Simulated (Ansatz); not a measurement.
# CdSe (Cadmoselite): G0W0 under other settings

Aim: change settings of a G0W0 run on CdSe (Cadmoselite) and see what moves.

Main program and level: Ansatz 0.2.0; G0W0 on PBE, plane waves, PAW; PAW set soft_1.

The database entry behind the starting cell differs from later determinations by our own check (inner coordinate of an old entry), so it need not match the best structure at ambient conditions.

## Step 1: Set-up

Symmetry: P6_3mc, No. 186, hexagonal system. The conventional cell has a = 4.300 Å, b = 4.300 Å, c = 7.020 Å, α = 90.00°, β = 90.00°, γ = 120.00°. Nearest to Cd lie 4 Se at 2.61 to 2.70 Å. Se has 4 Cd at 2.61 to 2.70 Å nearest. Farther neighbours and most contacts between anions are not listed.

The cell and positions come from the Crystallography Open Database and are kept as given unless a step says otherwise.

## Step 2: The base run: 6×6×2 mesh, 255 empty bands, screening to 100 eV, PAW set soft_1 files

Now the one-shot GW correction: screening in the RPA, then the self-energy of the levels asked for. This step takes PAW set soft_1 files.

Input file input.yaml:

```yaml
crystal:
  lattice:
    - [4.3, 0.0, 0.0]
    - [-2.15, 3.7239092363, 0.0]
    - [0.0, 0.0, 7.02]
  atoms:
    - { symbol: Cd, position: [0.3333333333, 0.6666666667, 0.0] }
    - { symbol: Cd, position: [0.6666666667, 0.3333333333, 0.5] }
    - { symbol: Se, position: [0.3333333333, 0.6666666667, 0.385] }
    - { symbol: Se, position: [0.6666666667, 0.3333333333, 0.885] }
kpoints:
  mp_grid: { grid: [6, 6, 2] }
hamiltonian:
  xc: pbe
  pseudopotentials: { kind: paw, azcp: { folder: soft_1 } }
scf:
  occupations: { method: fixed }
gw:
  n_empty_bands: 255
  ecut_chi: 100
  qp_bands: [v2, c2]
  qp_kpoints: band_edges
  screening: { model: contour_deformation }
```

The run is started by

```bash
$ ansatz run input.yaml --threads 3 --pin off --max-ram 92160MiB --backend cuda --events-out ev --progress --plain --runs-dir out --devices 1 --max-vram 13GiB
```

Numbers of over 12 decimals in the logs are rounded to 6 here.

The log of the run:

```text
GPUs: using 1 of 1 available (devices: 1).
Engine: ansatz 0.2.0, x86_64-unknown-linux-gnu
Pseudopotentials: kind: paw
Pseudopotential: Cd, paw, valence charge 20, recommended cutoff 420 eV (normal), soft_1/Cd.paw.azcp
Pseudopotential: Se, paw, valence charge 16, recommended cutoff 420 eV (normal), soft_1/Se.paw.azcp
Functional definition: PBE
  parameter kappa = 0.804
  parameter beta = 0.066725
  exchange = pbe_x(kappa = kappa, mu = beta*pi^2/3)
  correlation = pbe_c(beta = beta)
device memory: the entry about to start is reckoned to put 1.9 GiB on a device that reports 34.2 GiB free (of which the cap on the GPU budget leaves the run 13.0 GiB)
GPU FFT provider: cuFFT
GPU libraries: cuBLAS 13.8.2, cuFFT 12.4.0, cuSOLVER 12.3.4
Crystal: 4 atoms, lattice volume = 112.410 Å³
Basis set: ecut = 420 eV, 2189 PW (Γ)
Bands: 44, of which v1, the nominal top of the filled ones, is band 36 counted from 1 (35 counted from 0)
Symmetry: 12 space group operations
Space group: P63mc (ITA 186), of the structure as read, at distance tolerance 4.8e-5 Å
k-points: 14 of 72
Non-local potential: Cd, projectors of the file, l = 0: 3, l = 1: 2, l = 2: 2, l = 3: 1
Non-local potential: Se, projectors of the file, l = 0: 2, l = 1: 2, l = 2: 3, l = 3: 1
PAW form: soft (Blöchl's): semilocal exchange-correlation on the pseudo side does not see the compensation charge
PAW one-centre angular grid: Cd, 590 points (default); XC on 64 Gauss nodes
PAW one-centre angular grid: Se, 590 points (default); XC on 64 Gauss nodes
Initial density: superposition of atomic densities (chi_scale 0.1, normalization cell, long waves kept (reshape's long-wave potential 0.00 eV rms))
Initial wavefunctions: pseudopotential atomic-orbital guess
GPU buffer pool allocated for 43200 grid points (all kernels)
GPU transforms: local potential and band sums: pruned to the plane-wave sphere, on 30×30×48
Functional: x = pbe(κ = 0.804, μ = 0.219515), c = pbe(β = 0.066725)
SCF iter   1: F=—  HF=-27450.733292 eV  |F-HF|=—  |Δ(HF+E_count)|=         —  Δρ=5.07e-2  dr2=2.82e0  ethr=3.10e-3  ⟨swp⟩=4.6  Hψ=1873  notcnv=0  defer=82
preconditioner: auto → Resta (q_TF=auto, 2.533 Å⁻¹)  ε∞=3.7  [insulator: Δε(μ)=0.377 eV  Ē_g=12.890 eV  n_scr=34 (ndim 8)  ℏωp=21.0 eV  f_vac=0.159  ε∞_Penn≈3.7]
SCF iter   2: F=—  HF=-27449.769225 eV  |F-HF|=—  |Δ(HF+E_count)|=   9.64e-1  Δρ=1.87e-2  dr2=2.82e-1  ethr=3.10e-3  ⟨swp⟩=2.8  Hψ=1037  notcnv=0  defer=59
SCF iter   3: F=—  HF=-27449.677147 eV  |F-HF|=—  |Δ(HF+E_count)|=   9.21e-2  Δρ=8.09e-3  dr2=5.01e-2  ethr=3.92e-4  ⟨swp⟩=2.9  Hψ=1079  notcnv=0  defer=82
SCF iter   4: F=—  HF=-27449.668760 eV  |F-HF|=—  |Δ(HF+E_count)|=   8.39e-3  Δρ=1.17e-3  dr2=3.48e-3  ethr=6.96e-5  ⟨swp⟩=2.2  Hψ=1025  notcnv=0  defer=83
[...]
E_xc         = -484.359441
  E_vxc        = -574.261246  (∫ρ·V_xc dr)
  E_paw        = -12458.291206  (= ΣΔE_a)
  E_vpaw       = -1489.932696  (= ΣTr[D̂ρ^β])
  E_aug_tail   = -0.000065  (compensation charges beyond the density's cutoff)
  E_ewald      = -8323.002769
  E_smearing   = -0.000000  (= −TS)
  E_closure    = -0.000000  (closes the sum)
  Σ components = -27449.670023   (vs F -27449.670023, Δ=0.00e0)
--- Band table (eV; the first three rows and the last of 14) ---
  k-point 0: bands = [... 32 lower, 6.5797, 7.2863, 7.2954, 7.2954, 7.9975, 9.4174, 13.1854, 13.1854, ... 4 higher]
  k-point 1: bands = [... 32 lower, 6.9228, 6.9228, 6.9228, 6.9228, 9.6343, 9.6343, 13.1175, 13.1175, ... 4 higher]
  k-point 2: bands = [... 32 lower, 5.8759, 6.2467, 7.0797, 7.0990, 9.3129, 10.4036, 12.5794, 13.5049, ... 4 higher]
  k-point 13: bands = [... 32 lower, 4.8126, 4.8126, 6.2419, 6.2419, 11.0978, 11.0978, 13.2149, 13.2149, ... 4 higher]
--- G₀W₀: contour deformation, 8 samples at zero and on the imaginary axis and 1 off it, 72 q-points, 255 empty bands' worth ---
  eigenvalues of the whole cell's RPA ε∞ on this k-mesh (on a slab, of 1 + 4πα/V) = 15.6235, 15.6235, 15.8822; static W/v taken at q = 0 is 0.063423
  bands read: the sum over 291 bands ends inside a degenerate multiplet in 8 slots, whose members it reads at an even weight; the widest, k=0: bands 291 to 292 (counted from 1) at 1/2 each
  gw.qp_kpoints: band_edges: 10 of 14 stored k-points solved, in 1 pass; an edge of the gap read off the rows below is read off those points alone
    valence top: of the k-points left out ik 8 came nearest to being solved in a further pass, in band 36 (counted from 1, as in the quasiparticle table): it holds the edge there only if its correction is more favourable than any solved in that band by at least 0.557 eV; those differ by 0.108 eV
    conduction bottom: of the k-points left out ik 8 came nearest to being solved in a further pass, in band 37 (counted from 1, as in the quasiparticle table): it holds the edge there only if its correction is more favourable than any solved in that band by at least 2.361 eV; those differ by 0.123 eV
    ik  band        ε_KS         Σx   Σc(E_QP)       V_xc       Z   E_QP_lin       E_QP  E_QP is
     0    35      7.2954   -19.8990     1.9309   -17.4980  0.7254     6.8033     6.8255  root
     0    36      7.2954   -19.8990     1.9309   -17.4980  0.7254     6.8033     6.8255  root
     0    37      7.9975    -9.4054    -3.3305   -12.8827  0.7567     8.1456     8.1443  root
     0    38      9.4174    -8.5326    -3.7489   -12.4938  0.7535     9.6329     9.6297  root
     1    35      6.9228   -19.4341     2.0799   -16.8408  0.7226     6.3805     6.4094  root
     1    36      6.9228   -19.4341     2.0799   -16.8408  0.7226     6.3805     6.4094  root
     1    37      9.6343    -9.1744    -3.6767   -13.0695  0.7492     9.8560     9.8526  root
     1    38      9.6343    -9.1744    -3.6767   -13.0695  0.7492     9.8560     9.8526  root
[...]
13    35      6.2419   -18.2355     2.3235   -15.3420  0.7123     5.6305     5.6719  root
    13    36      6.2419   -18.2355     2.3235   -15.3420  0.7123     5.6305     5.6719  root
    13    37     11.0978    -8.1145    -4.1018   -12.4659  0.7419    11.3523    11.3474  root
    13    38     11.0978    -8.1145    -4.1018   -12.4659  0.7419    11.3523    11.3474  root
[key lines of the parts left out:]
SCF converged after 9 iterations
Free energy (F): -27449.670023 eV
Fermi energy:    7.295442 eV
```

It took 16 s on 1 × NVIDIA H100 80GB HBM3 (shared by 6 runs) with 3 threads of AMD EPYC 7R13 (Zen 3), shared host; peak memory 1.4 GiB.

This step gave:

```
bands summed                                 : 291
RPA ε∞ on this mesh (eigenvalues)            : 15.62, 15.62, 15.88
plane waves in the screening matrix          : 251
q-points in the mesh                         : 72
G0W0 gap on the mesh                         : 1.319 eV
k of the valence top                         : 0, 0, 0
k of the conduction bottom                   : 0, 0, 0
starting gap on the mesh                     : 0.7020 eV
Z at the valence top                         : 0.7254
Z at the conduction bottom                   : 0.7567
least direct G0W0 gap on the computed points : 1.319 eV
```

The gap on the mesh goes from 0.70 eV to 1.32 eV, a correction of +0.62 eV. Between the two edge states, bare exchange in place of the xc potential would open the gap by 5.88 eV, and correlation takes back 5.26 eV.

## Step 3: Variant: larger pair-density box

input.yaml: that of step 2 with these lines changed.

```diff
@@ -23 +23,2 @@
   screening: { model: contour_deformation }
+  ecutfock_ratio: 2
```

The log of the run:

```text
GPUs: using 1 of 1 available (devices: 1).
[...]
GPU FFT provider: cuFFT
GPU libraries: cuBLAS 13.8.2, cuFFT 12.4.0, cuSOLVER 12.3.4
Crystal: 4 atoms, lattice volume = 112.410 Å³
Basis set: ecut = 420 eV, 2189 PW (Γ)
Bands: 44, of which v1, the nominal top of the filled ones, is band 36 counted from 1 (35 counted from 0)
[... 1 set-up line as in the run before ...]
[...]
k-points: 14 of 72
[...]
GPU buffer pool allocated for 43200 grid points (all kernels)
[...]
SCF iter   1: F=—  HF=-27450.733292 eV  |F-HF|=—  |Δ(HF+E_count)|=         —  Δρ=5.07e-2  dr2=2.82e0  ethr=3.10e-3  ⟨swp⟩=4.6  Hψ=1873  notcnv=0  defer=82
[...]
SCF iter   9: F=-27449.670023 eV  HF=-27449.670023 eV  |F-HF|=2.24e-8  |Δ(HF+E_count)|=   5.93e-7  Δρ=2.16e-6  dr2=7.89e-9  ethr=1.39e-10  ⟨swp⟩=9.3  Hψ=2721  notcnv=0
SCF 1 converged in 9 iterations: F = -27449.670023 eV  dr2 = 7.89e-9
[...]
NSCF: frozen V_eff on 14 k-points
[...]
G₀W₀ screening: q 1/14
[... further progress lines ...]
SCF converged after 9 iterations
Free energy (F): -27449.670023 eV
[...]
Internal energy: -27449.670023 eV  (E = F + TS)
E sigma→0 (E₀):  -27449.670023 eV
Fermi energy:    7.295442 eV
[...]
--- Band table (eV; the first three rows and the last of 14) ---
  k-point 0: bands = [... 32 lower, 6.5797, 7.2863, 7.2954, 7.2954, 7.9975, 9.4174, 13.1854, 13.1854, ... 4 higher]
  k-point 1: bands = [... 32 lower, 6.9228, 6.9228, 6.9228, 6.9228, 9.6343, 9.6343, 13.1175, 13.1175, ... 4 higher]
  k-point 2: bands = [... 32 lower, 5.8759, 6.2467, 7.0797, 7.0990, 9.3129, 10.4036, 12.5794, 13.5049, ... 4 higher]
  k-point 13: bands = [... 32 lower, 4.8126, 4.8126, 6.2419, 6.2419, 11.0978, 11.0978, 13.2149, 13.2149, ... 4 higher]
[...]
0    35      7.2954   -19.8990     1.9309   -17.4980  0.7254     6.8033     6.8255  root
     0    36      7.2954   -19.8990     1.9309   -17.4980  0.7254     6.8033     6.8255  root
     0    37      7.9975    -9.4054    -3.3305   -12.8827  0.7567     8.1456     8.1443  root
     0    38      9.4174    -8.5326    -3.7489   -12.4938  0.7535     9.6329     9.6297  root
     1    35      6.9228   -19.4341     2.0799   -16.8408  0.7226     6.3805     6.4094  root
     1    36      6.9228   -19.4341     2.0799   -16.8408  0.7226     6.3805     6.4094  root
     1    37      9.6343    -9.1744    -3.6767   -13.0695  0.7492     9.8560     9.8526  root
     1    38      9.6343    -9.1744    -3.6767   -13.0695  0.7492     9.8560     9.8526  root
[...]
13    35      6.2419   -18.2355     2.3235   -15.3420  0.7123     5.6305     5.6719  root
    13    36      6.2419   -18.2355     2.3235   -15.3420  0.7123     5.6305     5.6719  root
    13    37     11.0978    -8.1145    -4.1018   -12.4659  0.7419    11.3523    11.3474  root
    13    38     11.0978    -8.1145    -4.1018   -12.4659  0.7419    11.3523    11.3474  root
```

Wall time 46 s (1 × NVIDIA H100 80GB HBM3 (shared by 6 runs) with 3 threads); peak memory 1.4 GiB.

The G0W0 gap on the mesh is 1.319 eV.

Against the base:

```tsv
setting	base	variant
ecutfock ratio	-	2
```

```tsv
quantity	variant	base
starting gap on the mesh	0.702	0.702
G0W0 gap on the mesh	1.319	1.319
least direct G0W0 gap on the computed points	1.319	1.319
Z at the valence top	0.725	0.725
Z at the conduction bottom	0.757	0.757
```

## Step 4: Outcome

```json
{"base": "1.32 eV, 16 s", "larger pair-density box": "1.32 eV, 46 s"}
```

**Reading.** Larger pair-density box: the gap moves by +0.00 eV and the time by a factor of 2.9. All runs here use a coarse mesh and modest cutoffs; they test settings and are not final values. The 6×6×2 mesh is coarse for this cell (its supercell is 14 Å along the shortest edge). The RPA ε∞ on it, from the PBE start, is 15.62 and 15.88; such meshes misread the long-range screening, most where the gap is narrow. The many-body steps are scalar-relativistic: spin-orbit coupling is not in them.

[Paths, hosts, dates, memory and timing lines, banners, echoed tables and standing remarks are left out of the program output.]

[Logs are printed without paths, hosts, clocks, repeated set-up lines and the standing remarks that a program may print on its own settings, such as how far it seeks lower states.]

[Runs of the session that timed out or met a known fault of the program may be left out.]

[Cells called generated may have been cut or substituted from an entry of the Crystallography Open Database or the Materials Project.]

[Hosts, paths, dates, database ids (printed as entryN), source tags and the programs' standing remarks are cut or masked in the printed files.]
